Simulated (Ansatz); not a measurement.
MgO:

```
Mg O
1.0
     0.00000    2.09700    2.09700
     2.09700    0.00000    2.09700
     2.09700    2.09700    0.00000
Mg O
1 1
Direct
  0.00000 0.00000 0.00000
  0.50000 0.50000 0.50000
```

The cell is a database's computed one.

Base run:

* Program: Ansatz 0.2.0
* Functional: PBEsol
* Potentials or basis: Ansatz PAW
* Cutoff: 420 eV (not typed: the program's choice for these potentials)
* k mesh: 11 × 11 × 11
* Occupations: fermi-dirac, width 0.05 eV
* Spin: no spin polarisation

Its results: band gap on the k mesh 4.76 eV, direct; pressure 2.3 GPa.

Task: After a change of settings the same cell gave: band gap on the k mesh 4.78 eV, direct; pressure -4.1 GPa. Which change was it?
A. functional from PBEsol to PBE
B. functional from PBEsol to LDA
C. functional from PBEsol to PBE; occupations from fermi-dirac, width 0.05 eV to gaussian, width 0.03 eV
D. functional from PBEsol to HF; k mesh from 11 × 11 × 11 to 6 × 6 × 6

Result: B.

LDA binds more tightly than PBEsol, so the same cell stands under less pressure.

Caveats: the PAW data sets come from PBE, with cores solved anew for the run's functional, which leaves a small shift of forces and pressure.
